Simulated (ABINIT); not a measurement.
# SnSe (Pnma) in ABINIT: band structure with PBEsol

Aim: the band structure of SnSe with PBEsol.

Program: ABINIT 10.8.3 (patched build). These are calculated values, not measurements. Logs are shortened: lines on timing, memory, paths and dates and some standing lists are left out, and cuts for length are marked. The log counts tension as positive stress, the text compression.

**Experimental background.**

“Linear dichroism of the optical properties of SnS and SnSe van der Waals crystals”, 2024, arxiv:2409.17412 reports, for a bulk crystal of SnSe at 20 K: band gap 0.99 eV (indirect).

The runs below are set against these values where they give the same quantity.

## 1. The structure

It takes space group Pnma (No. 62, orthorhombic). The conventional cell has a = 11.420 Å, b = 4.190 Å, c = 4.460 Å, α = 90.00°, β = 90.00°, γ = 90.00°. Sn (site symmetry m) has 3 Se at 2.69 to 2.83 Å as nearest neighbours. Se (site symmetry m) is surrounded by 3 Sn at 2.69 to 2.83 Å.

## 2. Band structure, PBEsol

run.abi reads:

```
ndtset 2

pp_dirpath "./"
pseudos "Sn.GGA_PBE-JTH.xml, Se.GGA_PBE-JTH.xml"

acell 3*1.0
rprim
    21.5806723432     0.0000000000     0.0000000000
     0.0000000000     7.9179524622     0.0000000000
     0.0000000000     0.0000000000     8.4281785158
ntypat 2
znucl 50 34
natom 8
typat 1 1 1 1 2 2 2 2
xred
     0.8770000000     0.7500000000     0.9090000000
     0.6230000000     0.2500000000     0.4090000000
     0.3770000000     0.7500000000     0.5910000000
     0.1230000000     0.2500000000     0.0910000000
     0.6430000000     0.7500000000     0.9840000000
     0.8570000000     0.2500000000     0.4840000000
     0.1430000000     0.7500000000     0.5160000000
     0.3570000000     0.2500000000     0.0160000000
chkprim 0
chksymtnons 0
tolsym 1.0e-6

ecut 22.0
pawecutdg 44.0
pawxcdev 0

ixc -116133

occopt 3
tsmear 0.00183747

nstep 100

iomode 3
prtwf 0
prteig 0
prtebands 0
enunit 1
prtden1 1

kptopt1 1
ngkpt1 3 5 5
nshiftk1 1
shiftk1 0.0 0.0 0.0
nband1 48
tolvrs1 1.0e-9

iscf2 -2
getden2 1
nband2 54
nbdbuf2 4
tolwfr2 1.0e-11
kptopt2 -9
ndivsm2 8
prteig2 1
kptbounds2
     0.0000000000     0.0000000000     0.0000000000
     0.0000000000     0.5000000000     0.0000000000
     0.0000000000     0.5000000000     0.5000000000
     0.0000000000     0.0000000000     0.5000000000
     0.0000000000     0.0000000000     0.0000000000
     0.5000000000     0.0000000000     0.0000000000
     0.5000000000     0.5000000000     0.0000000000
     0.5000000000     0.5000000000     0.5000000000
     0.5000000000     0.0000000000     0.5000000000
     0.5000000000     0.0000000000     0.0000000000
```

Potentials or basis: JTH PAW PBE v2.0.

On the command line:

```console
$ abinit run.abi > log 2>&1
```

run.abo:

```text
.Version 10.8.3 of ABINIT
 DATASET    1 : space group Pn m a (# 62); Bravais oP (primitive ortho.)
================================================================================
 Values of the parameters that define the memory need for DATASET  1.
     intxc =       0    ionmov =       0      iscf =      17    lmnmax =      18
     lnmax =       6     mgfft =      96  mpssoang =       3    mqgrid =    6445
     natom =       8  nloc_mem =       2    nspden =       1   nspinor =       1
    nsppol =       1      nsym =       8    n1xccc =       1    ntypat =       2
    occopt =       3   xclevel =       2
       mpw =        7125          nfft =      124416          nkpt =          18
 PAW method is used; the additional fine FFT grid is defined by:
   mgfftf=       135    nfftf =    349920
================================================================================
================================================================================

 DATASET    2 : space group Pn m a (# 62); Bravais oP (primitive ortho.)
================================================================================
 Values of the parameters that define the memory need for DATASET  2.
     intxc =       0    ionmov =       0      iscf =      -2    lmnmax =      18
     lnmax =       6     mgfft =      96  mpssoang =       3    mqgrid =    6445
     natom =       8  nloc_mem =       2    nspden =       1   nspinor =       1
    nsppol =       1      nsym =       8    n1xccc =       1    ntypat =       2
    occopt =       3   xclevel =       2
       mpw =        7144          nfft =      124416          nkpt =         177
 PAW method is used; the additional fine FFT grid is defined by:
   mgfftf=       135    nfftf =    349920
================================================================================
================================================================================

--------------------------------------------------------------------------------
------------- Echo of variables that govern the present computation ------------
--------------------------------------------------------------------------------
 -outvars: echo values of preprocessed input variables --------
            acell      1.0000000000E+00  1.0000000000E+00  1.0000000000E+00 Bohr
              amu      1.18710000E+02  7.89600000E+01
          chkprim           0
      chksymtnons           0
             ecut      2.20000000E+01 Hartree
           enunit           1
           getden1          0
           getden2          1
             iscf1         17
             iscf2         -2
                       outvar_i_n : Printing only first  50 k-points.
              ixc     -116133
[... 3436 lines left out ...]
   0.35361    0.41205    1.03108    1.44523    1.72673    2.06975    2.48761    2.70569
   4.00352    6.17949    6.23097    6.25624    6.56337    6.62272    7.54876    7.76497
   7.82943    7.89010    8.49809    9.14721    9.20560    9.20617
 kpt#   2, nband= 54, wtk=  1.00000, kpt=  0.0000  0.0227  0.0000 (reduced coord)
 -17.97395  -17.96394  -17.96018  -17.96011  -17.95794  -17.95479  -17.95466  -17.94891
 -17.94616  -17.94532  -17.93916  -17.92864  -17.92582  -17.92157  -17.90932  -17.90585
 -17.89735  -17.89486  -17.89137  -17.88046  -10.56724  -10.23543   -9.47060   -8.99409
  -4.00077   -2.94956   -2.16796   -1.90145   -1.76016   -0.23536   -0.12229   -0.08937
   0.35240    0.41514    1.03748    1.44718    1.72582    2.07915    2.48812    2.70359
   4.00782    6.18277    6.24297    6.26549    6.46950    6.67085    7.54094    7.73221
   7.84113    7.87074    8.49301    9.11657    9.19189    9.20522
 kpt#   3, nband= 54, wtk=  1.00000, kpt=  0.0000  0.0455  0.0000 (reduced coord)
[... 1385 lines left out ...]
 -17.94478  -17.94477  -17.93439  -17.93435  -17.92412  -17.92410  -17.90704  -17.90702
 -17.89635  -17.89634  -17.88530  -17.88527  -10.43322  -10.43320   -9.20145   -9.20144
  -3.67324   -3.67320   -1.94094   -1.94093   -0.80461   -0.80461    0.04981    0.04983
   0.29107    0.29108    1.17361    1.17362    1.43993    1.43995    2.63444    2.63444
   5.84026    5.84029    6.05472    6.05475    6.92254    6.92259    7.09889    7.09889
   8.21037    8.21039    8.73499    8.73502    8.80847    8.80852
 kpt# 177, nband= 54, wtk=  1.00000, kpt=  0.5000  0.0000  0.0000 (reduced coord)
 -17.96898  -17.96895  -17.96023  -17.96020  -17.95855  -17.95853  -17.95055  -17.95053
 -17.94485  -17.94484  -17.93441  -17.93437  -17.92411  -17.92409  -17.90705  -17.90703
 -17.89633  -17.89632  -17.88530  -17.88527  -10.43581  -10.43579   -9.20135   -9.20133
  -3.66432   -3.66428   -1.92443   -1.92442   -0.81380   -0.81380    0.04577    0.04580
   0.28811    0.28812    1.15608    1.15608    1.43767    1.43769    2.63684    2.63684
   5.84429    5.84432    6.04962    6.04964    6.94318    6.94322    7.11666    7.11666
   8.22155    8.22158    8.75562    8.75566    8.79086    8.79091

== END DATASET(S) ==============================================================
================================================================================

 -outvars: echo values of variables after computation  --------
            acell      1.0000000000E+00  1.0000000000E+00  1.0000000000E+00 Bohr
           etotal1    -3.1730896746E+02
            fcart1     4.4943290538E-03  6.3762820218E-30 -1.3415557910E-03
                      -4.4943290538E-03 -1.2752564044E-29 -1.3415557910E-03
                       4.4943290538E-03  1.2752564044E-29  1.3415557910E-03
                      -4.4943290538E-03 -6.3762820218E-30  1.3415557910E-03
                      -3.7573015890E-03 -1.2752564044E-29  1.3575128319E-03
                       3.7573015890E-03 -1.2752564044E-29  1.3575128319E-03
                      -3.7573015890E-03  1.2752564044E-29 -1.3575128319E-03
                       3.7573015890E-03  1.2752564044E-29 -1.3575128319E-03
            rprim      2.1580672343E+01  0.0000000000E+00  0.0000000000E+00
                       0.0000000000E+00  7.9179524622E+00  0.0000000000E+00
                       0.0000000000E+00  0.0000000000E+00  8.4281785158E+00
           strten1    -3.7848788747E-05  4.3245320289E-05  5.3923631598E-05
                       0.0000000000E+00  0.0000000000E+00  0.0000000000E+00
           xangst      1.0015339993E+01  3.1424999979E+00  4.0541399972E+00
                       7.1146599952E+00  1.0474999993E+00  1.8241399988E+00
                       4.3053399971E+00  3.1424999979E+00  2.6358599982E+00
                       1.4046599990E+00  1.0474999993E+00  4.0585999972E-01
                       7.3430599950E+00  3.1424999979E+00  4.3886399970E+00
                       9.7869399933E+00  1.0474999993E+00  2.1586399985E+00
                       1.6330599989E+00  3.1424999979E+00  2.3013599984E+00
                       4.0769399972E+00  1.0474999993E+00  7.1359999951E-02
             xred      8.7700000000E-01  7.5000000000E-01  9.0900000000E-01
                       6.2300000000E-01  2.5000000000E-01  4.0900000000E-01
                       3.7700000000E-01  7.5000000000E-01  5.9100000000E-01
                       1.2300000000E-01  2.5000000000E-01  9.1000000000E-02
                       6.4300000000E-01  7.5000000000E-01  9.8400000000E-01
                       8.5700000000E-01  2.5000000000E-01  4.8400000000E-01
                       1.4300000000E-01  7.5000000000E-01  5.1600000000E-01
                       3.5700000000E-01  2.5000000000E-01  1.6000000000E-02
 Calculation completed.
```

Run time: 40 min. Hardware: 1 thread of Arm Neoverse V1, shared host; peak memory 1.2 GiB.

What came out:

```yaml
Free_energy: -8634.4169 eV
Pressure: -0.6 GPa
Largest_force: 0.241 eV/Å
Band_gap_along_the_path: 0.47 eV, indirect (least direct gap 0.61 eV)
Valence_electrons_inside_the_program's_atomic_spheres: Sn 11.81; Se 3.92
```

Forces in eV/Å, atoms in the order of the input:
```
Sn   0.231  0.000 -0.069
Sn  -0.231  0.000 -0.069
Sn   0.231  0.000  0.069
Sn  -0.231  0.000  0.069
Se  -0.193  0.000  0.070
Se   0.193  0.000  0.070
Se  -0.193  0.000 -0.070
Se   0.193  0.000 -0.070
```

Levels at the corners of the path, in eV from the valence-band top:
| point | band 38 | band 39 | band 40 | band 41 | band 42 | band 43 |
| --- | --- | --- | --- | --- | --- | --- |
| Γ | -1.21 | -0.79 | -0.57 | 0.73 | 2.90 | 2.96 |
| X | -1.05 | -0.76 | -0.76 | 0.84 | 0.84 | 1.34 |
| S | -2.27 | -1.53 | -1.53 | 2.82 | 2.82 | 3.08 |
| Y | -0.82 | -0.34 | -0.34 | 1.20 | 1.20 | 1.54 |
| Γ | -1.21 | -0.79 | -0.57 | 0.73 | 2.90 | 2.96 |
| Z | -1.84 | -0.64 | -0.64 | 2.57 | 2.57 | 2.77 |
| U | -1.04 | -1.04 | -1.04 | 1.35 | 1.35 | 1.35 |
| R | -1.54 | -1.54 | -1.54 | 2.56 | 2.56 | 2.56 |
| T | -0.57 | -0.31 | -0.31 | 1.19 | 1.19 | 1.53 |
| Z | -1.84 | -0.64 | -0.64 | 2.57 | 2.57 | 2.77 |

Caveat: the PAW data sets were made with another functional, which shifts forces and pressure a little; spin-orbit coupling is left out, which moves the levels of the heavy elements.

## 3. Comparison with measurements

Step 2. Against the measured gap of SnSe, 0.99 eV (indirect; 20 K; “Linear dichroism of the optical properties of SnS and SnSe van der Waals crystals”, 2024, arxiv:2409.17412), the calculated 0.47 eV is off by -0.52 eV. 2 values of this kind are on record (0.89 to 0.99 eV); this one was drawn at random. Spin-orbit coupling on Se, Sn is left out. The value is that of PBEsol, without temperature or zero-point motion. Semilocal functionals fall short of measured gaps as a rule.
